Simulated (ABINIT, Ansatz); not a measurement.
# BaS (Fm-3m): Raman and infrared activity, part 2 of 3

Aim: Raman and infrared lines of BaS (Fm-3m).

ABINIT 10.8.3; DFT LDA, scalar-relativistic, plane waves, PseudoDojo norm-conserving pseudopotentials.

So far. Step 2 (Relaxing the cell and atoms): The volume changes by +0.8 % from the cell with which this run began. Step 5 (Linear response at Γ): The acoustic modes at Γ come out as far as 0.2 cm⁻¹ from zero, where they should vanish, a small numerical error; the Born charges miss their sum rule by 0.0011 e, which is good. The relaxed cell has a = 6.285 Å (conventional setting).

### 6. Modes with the sum rule

anaddb reads the merged derivatives, imposes the acoustic sum rule and charge neutrality, and adds the LO-TO term along chosen directions.

Contents of anaddb.abi:

```
ddb_filepath "gamma_DDB"
output_file "anaddb.abo"
outdata_prefix "anaddb"
asr 1
chneut 1
enunit 2
eivec 1
nph1l 1
qph1l 0.0 0.0 0.0 1.0
dieflag 1
nph2l 3
qph2l 
    1.0 0.0 0.0 0.0
    0.0 0.0 1.0 0.0
    1.0 1.0 1.0 0.0
nlflag 1
ramansr 1
alphon 1
prtmbm 1
```

Contents of mrgddb.in:

```
gamma_DDB
merged
3
dfpt_gammao_DS2_DDB
dfpt_gammao_DS3_DDB
gso_DDB
```

The run is started by

```console
> mrgddb < mrgddb.in > mrgddb.log
> OMP_NUM_THREADS=1 anaddb anaddb.abi > anaddb.log
```

anaddb.abo, the main output file:

```text
[banners, grids, parts of the stress and lines that vanish by symmetry left out]
-outvars_anaddb: echo values of input variables ----------------------

 Flags :
[...]
Dielectric Tensor and Effective Charges
[...]
Effective charge tensors after
[...]
1          1       -0.000000000       -0.000000000       -0.000000000
[...]
1          2       -0.000000000       -0.000000000       -0.000000000
[...]
1          3       -0.000000000       -0.000000000       -0.000000000
[...]
2          1       -0.000000000       -0.000000000       -0.000000000
[...]
2          2       -0.000000000       -0.000000000       -0.000000000
[...]
2          3       -0.000000000       -0.000000000       -0.000000000
[...]
Phonon wavevector (reduced coordinates) :  0.00000  0.00000  0.00000
 Phonon energies in Hartree :
[...]
Phonon energies in meV     :
-  0.000000E+00  0.000000E+00  0.000000E+00  1.895142E+01  1.895142E+01
-  1.895142E+01
 Phonon frequencies in cm-1    :
-  0.000000E+00  0.000000E+00  0.000000E+00  1.528535E+02  1.528535E+02
-  1.528535E+02
 Phonon frequencies in Thz     :
-  0.000000E+00  0.000000E+00  0.000000E+00  4.582434E+00  4.582434E+00
-  4.582434E+00
 Phonon energies in Kelvin  :
-  0.000000E+00  0.000000E+00  0.000000E+00  2.199221E+02  2.199221E+02
-  2.199221E+02
[...]
-  1  0.00000000E+00  0.00000000E+00  1.79958434E-03
-     0.00000000E+00  0.00000000E+00  0.00000000E+00
-  2  0.00000000E+00  0.00000000E+00  1.79958463E-03
-     0.00000000E+00  0.00000000E+00  0.00000000E+00
[...]
-  1  0.00000000E+00  1.79958434E-03  0.00000000E+00
-     0.00000000E+00  0.00000000E+00  0.00000000E+00
-  2  0.00000000E+00  1.79958463E-03  0.00000000E+00
-     0.00000000E+00  0.00000000E+00  0.00000000E+00
[...]
-  1  1.79958434E-03  0.00000000E+00  0.00000000E+00
-     0.00000000E+00  0.00000000E+00  0.00000000E+00
-  2  1.79958463E-03  0.00000000E+00  0.00000000E+00
-     0.00000000E+00  0.00000000E+00  0.00000000E+00
[...]
-  1  0.00000000E+00  0.00000000E+00 -8.69594337E-04
-     0.00000000E+00  0.00000000E+00  0.00000000E+00
-  2  0.00000000E+00  0.00000000E+00  3.72415526E-03
-     0.00000000E+00  0.00000000E+00  0.00000000E+00
[...]
-  1  0.00000000E+00 -8.69594336E-04  0.00000000E+00
-     0.00000000E+00  0.00000000E+00  0.00000000E+00
-  2 -2.40486527E-07  3.72415525E-03  0.00000000E+00
-     0.00000000E+00  0.00000000E+00  0.00000000E+00
[...]
-  1  8.69594336E-04  0.00000000E+00  0.00000000E+00
-     0.00000000E+00  0.00000000E+00  0.00000000E+00
-  2 -3.72415525E-03 -2.40485112E-07  0.00000000E+00
-     0.00000000E+00  0.00000000E+00  0.00000000E+00
[...]
-     1          0.000000    -0.000000    -0.000000     0.000000
-     2         -0.000000    -0.000000     0.000000     0.000000
-     3         -0.000000     0.000000     0.000000     0.000000
-     4         -0.000000     0.000000    -3.160778     3.160778
-     5         -0.000000    -3.160778     0.000000     3.160778
-     6          3.160778     0.000000    -0.000000     3.160778
[...]
-   1     Real    0.0000E+00  0.0000E+00  0.0000E+00  0.0000E+00  0.0000E+00  0.0000E+00  0.0000E+00
[...]
-   2     Real    0.0000E+00  0.0000E+00  0.0000E+00  0.0000E+00  0.0000E+00  0.0000E+00  0.0000E+00
[...]
-   3     Real    0.0000E+00  0.0000E+00  0.0000E+00  0.0000E+00  0.0000E+00  0.0000E+00  0.0000E+00
[...]
-   4     Real    0.0000E+00  0.0000E+00  1.4612E-04  0.0000E+00  0.0000E+00  0.0000E+00  1.4612E-04
[...]
-   5     Real    0.0000E+00  1.4612E-04  0.0000E+00  0.0000E+00  0.0000E+00  0.0000E+00  1.4612E-04
[...]
-   6     Real    1.4612E-04  0.0000E+00  0.0000E+00  0.0000E+00  0.0000E+00  0.0000E+00  1.4612E-04
[...]
-         0.000000000       0.000000000       0.000000000
-         0.000000000       0.000000000       0.000000000
[...]
Phonon at Gamma, with non-analyticity in the
[...]
Phonon energies in Hartree :
[...]
Phonon energies in meV     :
-  0.000000E+00  0.000000E+00  0.000000E+00  1.895142E+01  1.895142E+01
-  3.139706E+01
 Phonon frequencies in cm-1    :
-  0.000000E+00  0.000000E+00  0.000000E+00  1.528535E+02  1.528535E+02
-  2.532343E+02
 Phonon frequencies in Thz     :
-  0.000000E+00  0.000000E+00  0.000000E+00  4.582434E+00  4.582434E+00
-  7.591775E+00
 Phonon energies in Kelvin  :
-  0.000000E+00  0.000000E+00  0.000000E+00  2.199221E+02  2.199221E+02
-  3.643477E+02
[...]
-  1  0.00000000E+00  0.00000000E+00  1.79958434E-03
[...]
-  2  0.00000000E+00  0.00000000E+00  1.79958463E-03
[...]
Phonon at Gamma, with non-analyticity in the
[...]
Phonon energies in Hartree :
[...]
Phonon energies in meV     :
-  0.000000E+00  0.000000E+00  0.000000E+00  1.895142E+01  1.895142E+01
-  3.139706E+01
 Phonon frequencies in cm-1    :
-  0.000000E+00  0.000000E+00  0.000000E+00  1.528535E+02  1.528535E+02
-  2.532343E+02
 Phonon frequencies in Thz     :
-  0.000000E+00  0.000000E+00  0.000000E+00  4.582434E+00  4.582434E+00
-  7.591775E+00
 Phonon energies in Kelvin  :
-  0.000000E+00  0.000000E+00  0.000000E+00  2.199221E+02  2.199221E+02
-  3.643477E+02
[...]
Phonon at Gamma, with non-analyticity in the
[...]
Phonon energies in Hartree :
[...]
Phonon energies in meV     :
-  0.000000E+00  0.000000E+00  0.000000E+00  1.895142E+01  1.895142E+01
-  3.139706E+01
 Phonon frequencies in cm-1    :
-  0.000000E+00  0.000000E+00  0.000000E+00  1.528535E+02  1.528535E+02
-  2.532343E+02
 Phonon frequencies in Thz     :
-  0.000000E+00  0.000000E+00  0.000000E+00  4.582434E+00  4.582434E+00
-  7.591775E+00
 Phonon energies in Kelvin  :
-  0.000000E+00  0.000000E+00  0.000000E+00  2.199221E+02  2.199221E+02
-  3.643477E+02
[...]
-  1  0.00000000E+00 -1.79958431E-03 -3.61225816E-07
[...]
-  2  0.00000000E+00 -1.79958454E-03 -3.61165003E-07
[...]
-  1  1.79958435E-03  0.00000000E+00  0.00000000E+00
[...]
-  2  1.79958458E-03  0.00000000E+00  0.00000000E+00
[...]
-  1  1.02354655E-04  5.57296007E-04 -6.59650663E-04
[...]
-  2 -4.38347643E-04 -2.38669546E-03  2.82504310E-03
[...]
-  1  7.02604488E-04 -4.39943976E-04 -2.62660512E-04
[...]
-  2 -3.00899866E-03  1.88411953E-03  1.12487914E-03
[...]
-         0.000000000       0.000000000       0.000000000
-         0.000000000       0.000000000       0.000000000
[...]
-         0.000000000       0.000000000       0.000000000
-         0.000000000       0.000000000       0.000000000
-         0.000000000       0.000000000       0.000000000
[...]
-         0.000000000       0.000000000       0.000000000
-         0.000000000       0.000000000       0.000000000
-         0.000000000       0.000000000       0.000000000
[...]
Direction                     Dielectric constant
[...]
0.00000   0.00000   1.00000     14.21748686
   1.00000   1.00000   1.00000     14.21748686
-
```

It took 1.8 s on 1 thread of Intel Xeon at 2.70GHz, shared host.

Numbers from this step:

| Quantity | Value |
| --- | --- |
| mean static dielectric constant | 14.22 |
| highest mode moved by the LO-TO term | 253.2 cm⁻¹ |

No LO-TO term; unit eigenvectors of the mass-weighted matrix, from anaddb's displacements. Modes at Γ, with each element's share of the kinetic energy:

| mode | frequency (cm⁻¹) | symmetry | Ba % | S % |
| --- | --- | --- | --- | --- |
| 1 | 0.0 | acoustic | 81 | 19 |
| 2 | 0.0 | acoustic | 81 | 19 |
| 3 | 0.0 | acoustic | 81 | 19 |
| 4 | 152.9 | T1u | 19 | 81 |
| 5 | 152.9 | T1u | 19 | 81 |
| 6 | 152.9 | T1u | 19 | 81 |

Displacements in mode 4 (152.9 cm⁻¹), the largest set to 1:
```
Ba1  0.00  0.00 -0.23
S2   0.00  0.00  1.00
```

Trace of the oscillator strength, degenerate modes summed. Lines of the infrared spectrum (strongest = 100):

```csv
position (cm⁻¹),lines merged,"IR intensity, relative"
153,3,100
```

Static dielectric tensor (ions relaxed, fixed cell):

```
14.22  0.00  0.00
 0.00 14.22  0.00
 0.00  0.00 14.22
```

The rule moves no optical mode by more than 0.1 cm⁻¹.

### 7. Sum rules set otherwise (asr 0)

Without the rule the raw error of the acoustic modes shows.

anaddb.abi: that of step 6 with these lines changed.

```diff
@@ -3,4 +3,4 @@
 outdata_prefix "anaddb"
-asr 1
-chneut 1
+asr 0
+chneut 0
 enunit 2
```

mrgddb.in is that of step 6.

anaddb.abo, the main output file:

```text
[banners, grids, parts of the stress and lines that vanish by symmetry left out]
-outvars_anaddb: echo values of input variables ----------------------

 Flags :
[...]
Dielectric Tensor and Effective Charges
[...]
Effective charge tensors after
[...]
1          1       -0.000000000       -0.000000000       -0.000000000
[...]
1          2       -0.000000000       -0.000000000       -0.000000000
[...]
1          3       -0.000000000       -0.000000000       -0.000000000
[...]
2          1       -0.000000000       -0.000000000       -0.000000000
[...]
2          2       -0.000000000       -0.000000000       -0.000000000
[...]
2          3       -0.000000000       -0.000000000       -0.000000000
[...]
Phonon wavevector (reduced coordinates) :  0.00000  0.00000  0.00000
 Phonon energies in Hartree :
[...]
Phonon energies in meV     :
-  1.990967E-02  1.990970E-02  1.990981E-02  1.895148E+01  1.895148E+01
-  1.895148E+01
 Phonon frequencies in cm-1    :
-  1.605823E-01  1.605826E-01  1.605834E-01  1.528540E+02  1.528540E+02
-  1.528540E+02
 Phonon frequencies in Thz     :
-  4.814137E-03  4.814145E-03  4.814170E-03  4.582447E+00  4.582447E+00
-  4.582447E+00
 Phonon energies in Kelvin  :
-  2.310421E-01  2.310425E-01  2.310437E-01  2.199228E+02  2.199228E+02
-  2.199228E+02
[...]
-  1  0.00000000E+00  0.00000000E+00 -1.79958701E-03
-     0.00000000E+00  0.00000000E+00  0.00000000E+00
-  2  0.00000000E+00  0.00000000E+00 -1.79957322E-03
-     0.00000000E+00  0.00000000E+00  0.00000000E+00
[...]
-  1  0.00000000E+00  1.79958701E-03  0.00000000E+00
-     0.00000000E+00  0.00000000E+00  0.00000000E+00
-  2  0.00000000E+00  1.79957322E-03  0.00000000E+00
-     0.00000000E+00  0.00000000E+00  0.00000000E+00
[...]
-  1  1.79958701E-03  0.00000000E+00  0.00000000E+00
-     0.00000000E+00  0.00000000E+00  0.00000000E+00
-  2  1.79957322E-03  0.00000000E+00  0.00000000E+00
-     0.00000000E+00  0.00000000E+00  0.00000000E+00
[...]
-  1  0.00000000E+00  0.00000000E+00  8.69588824E-04
-     0.00000000E+00  0.00000000E+00  0.00000000E+00
-  2  0.00000000E+00  0.00000000E+00 -3.72416077E-03
-     0.00000000E+00  0.00000000E+00  0.00000000E+00
[...]
-  1  0.00000000E+00 -8.69588824E-04  0.00000000E+00
-     0.00000000E+00  0.00000000E+00  0.00000000E+00
-  2  0.00000000E+00  3.72416077E-03  0.00000000E+00
-     0.00000000E+00  0.00000000E+00  0.00000000E+00
[...]
-  1  8.69588824E-04  0.00000000E+00  0.00000000E+00
-     0.00000000E+00  0.00000000E+00  0.00000000E+00
-  2 -3.72416077E-03  0.00000000E+00  0.00000000E+00
-     0.00000000E+00  0.00000000E+00  0.00000000E+00
[...]
-     1          0.000000     0.000000    -0.000825     0.000825
-     2         -0.000000     0.000825    -0.000000     0.000825
-     3          0.000825    -0.000000    -0.000000     0.000825
-     4         -0.000000    -0.000000     3.160347     3.160347
-     5          0.000000    -3.160347    -0.000000     3.160347
-     6          3.160347     0.000000     0.000000     3.160347
[...]
-   1     Real    0.0000E+00  0.0000E+00  4.4035E-12  0.0000E+00  0.0000E+00  0.0000E+00  4.4035E-12
[...]
-   2     Real    0.0000E+00  4.4035E-12  0.0000E+00  0.0000E+00  0.0000E+00  0.0000E+00  4.4035E-12
[...]
-   3     Real    4.4035E-12  0.0000E+00  0.0000E+00  0.0000E+00  0.0000E+00  0.0000E+00  4.4035E-12
[...]
-   4     Real    0.0000E+00  0.0000E+00  1.4608E-04  0.0000E+00  0.0000E+00  0.0000E+00  1.4608E-04
[...]
-   5     Real    0.0000E+00  1.4608E-04  0.0000E+00  0.0000E+00  0.0000E+00  0.0000E+00  1.4608E-04
[...]
-   6     Real    1.4608E-04  0.0000E+00  0.0000E+00  0.0000E+00  0.0000E+00  0.0000E+00  1.4608E-04
[...]
-         0.000000000       0.000000000       0.000000000
-         0.000000000       0.000000000       0.000000000
[...]
Phonon at Gamma, with non-analyticity in the
[...]
Phonon energies in Hartree :
[...]
Phonon energies in meV     :
-  1.990967E-02  1.990970E-02  2.008188E-02  1.895148E+01  1.895148E+01
-  3.139439E+01
 Phonon frequencies in cm-1    :
-  1.605823E-01  1.605826E-01  1.619713E-01  1.528540E+02  1.528540E+02
-  2.532128E+02
 Phonon frequencies in Thz     :
-  4.814137E-03  4.814145E-03  4.855777E-03  4.582447E+00  4.582447E+00
-  7.591130E+00
 Phonon energies in Kelvin  :
-  2.310421E-01  2.310425E-01  2.330405E-01  2.199228E+02  2.199228E+02
-  3.643168E+02
[...]
-  1  0.00000000E+00  0.00000000E+00  1.79958701E-03
[...]
-  2  0.00000000E+00  0.00000000E+00  1.79957322E-03
[...]
Phonon at Gamma, with non-analyticity in the
[...]
Phonon energies in Hartree :
[...]
Phonon energies in meV     :
-  1.990970E-02  1.990981E-02  2.008175E-02  1.895148E+01  1.895148E+01
-  3.139439E+01
 Phonon frequencies in cm-1    :
-  1.605826E-01  1.605834E-01  1.619702E-01  1.528540E+02  1.528540E+02
-  2.532128E+02
 Phonon frequencies in Thz     :
-  4.814145E-03  4.814170E-03  4.855745E-03  4.582447E+00  4.582447E+00
-  7.591130E+00
 Phonon energies in Kelvin  :
-  2.310425E-01  2.310437E-01  2.330390E-01  2.199228E+02  2.199228E+02
-  3.643168E+02
[...]
Phonon at Gamma, with non-analyticity in the
[...]
Phonon energies in Hartree :
[...]
Phonon energies in meV     :
-  1.990969E-02  1.990977E-02  2.008180E-02  1.895148E+01  1.895148E+01
-  3.139439E+01
 Phonon frequencies in cm-1    :
-  1.605824E-01  1.605831E-01  1.619707E-01  1.528540E+02  1.528540E+02
-  2.532128E+02
 Phonon frequencies in Thz     :
-  4.814141E-03  4.814160E-03  4.855758E-03  4.582447E+00  4.582447E+00
-  7.591130E+00
 Phonon energies in Kelvin  :
-  2.310423E-01  2.310433E-01  2.330396E-01  2.199228E+02  2.199228E+02
-  3.643168E+02
[...]
-  1  1.45821956E-03 -8.83684227E-04 -5.75509607E-04
[...]
-  2  1.45820829E-03 -8.83677549E-04 -5.75505290E-04
[...]
-  1  1.03941367E-03  1.03880019E-03  1.03859586E-03
[...]
-  2  1.03969839E-03  1.03908491E-03  1.03888059E-03
[...]
-  1  1.02372127E-04  5.57281127E-04 -6.59653254E-04
[...]
-  2 -4.38425898E-04 -2.38665040E-03  2.82507630E-03
[...]
-  1  7.02597393E-04 -4.39955559E-04 -2.62641833E-04
[...]
-  2 -3.00899181E-03  1.88418387E-03  1.12480794E-03
[...]
-         0.000000000       0.000000000       0.000000000
-         0.000000000       0.000000000       0.000000000
[...]
-         0.000000000       0.000000000       0.000000000
-         0.000000000       0.000000000       0.000000000
-         0.000000000       0.000000000       0.000000000
[...]
-         0.000000000       0.000000000       0.000000000
-         0.000000000       0.000000000       0.000000000
-         0.000000000       0.000000000       0.000000000
[...]
Direction                     Dielectric constant
[...]
0.00000   0.00000   1.00000     14.21498767
   1.00000   1.00000   1.00000     14.21498767
-
```

Wall time 1.6 s (1 thread).

This step gave:

| Quantity | Value |
| --- | --- |
| mean static dielectric constant | 14.21 |

Zone-centre frequencies as printed; negative means imaginary. Modes:

```
mode  frequency (cm⁻¹)
   1              0.16
   2              0.16
   3              0.16
   4             152.8
   5             152.8
   6             152.8
```

[end of part 2 of 3]

[Host names and launcher messages were left out of these logs when they were recorded.]

[Logs are printed without paths, hosts, clocks, repeated set-up lines and the standing remarks that a program may print on its own settings, such as how far it seeks lower states.]

[Hosts, paths, dates, database ids (printed as entryN), source tags and the programs' standing remarks are cut or masked in the printed files.]
